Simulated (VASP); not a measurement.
## PbSe (Clausthalite): single point with LDA

**Experimental background.**

From a printed reference work, monograph, for a bulk crystal of PbSe at 300 K: band gap 0.28 eV (direct).

Crystal: PbSe (Clausthalite).

```xyz
2
Lattice="0.0000 3.0209 3.0209 3.0209 0.0000 3.0209 3.0209 3.0209 0.0000" Properties=species:S:1:pos:R:3 pbc="T T T"
Pb    0.0000    0.0000    0.0000
Se    3.0209    3.0209    3.0209
```

| Property | Result |
| --- | --- |
| Program | VASP 6.6.1 |
| Task | single point |
| Functional | LDA |
| Potentials or basis | VASP PAW LDA potentials, release 64 (Pb_d, Se) |
| Cutoff | 520 eV |
| k mesh | 8 × 8 × 8 |
| Occupations | fermi-dirac, width 0.02 eV |
| Spin | no spin polarisation |
| Dipole correction | no |
| Further INCAR settings | ALGO = Normal; EDIFF = 1e-07; NBANDS = 17 |

```yaml
Pressure: 0.1 GPa
Band_gap_on_the_k_mesh: 0.03 eV, direct
```

Levels at points of the mesh, in eV from the valence-band top:
| k point | band 6 | band 7 | band 8 | band 9 | band 10 | band 11 | band 12 | band 13 | band 14 | band 15 |
| --- | --- | --- | --- | --- | --- | --- | --- | --- | --- | --- |
| (0.00, 0.00, 0.00) | -13.99 | -6.36 | -2.09 | -2.09 | -2.09 | 4.65 | 4.65 | 4.65 | 6.35 | 6.35 |
| (0.50, 0.00, 0.00) | -12.82 | -9.13 | -1.63 | -1.63 | 0.00 | 0.03 | 1.48 | 1.48 | 8.43 | 10.08 |
| (0.50, 0.50, 0.00) | -12.38 | -7.56 | -5.39 | -3.53 | -3.53 | 3.41 | 5.62 | 5.62 | 6.07 | 11.39 |

Wall time 13 s on 1 thread of AMD EPYC 9R45 96-Core Processor (Zen 5), on a shared host, peak memory 0.14 GiB.

Measured gap of PbSe: 0.28 eV (direct; 300 K; a printed reference work, monograph). This calculation gives 0.03 eV (-0.25 eV). 2 values of this kind are on record (0.15 to 0.28 eV); this one was drawn at random. Spin-orbit coupling on Pb, Se is left out. The value is that of LDA on a finite k mesh, which can miss the band edges, without temperature or zero-point motion. Semilocal functionals fall short of measured gaps as a rule.

Caveat: spin-orbit coupling is left out, which moves the levels of the heavy elements.
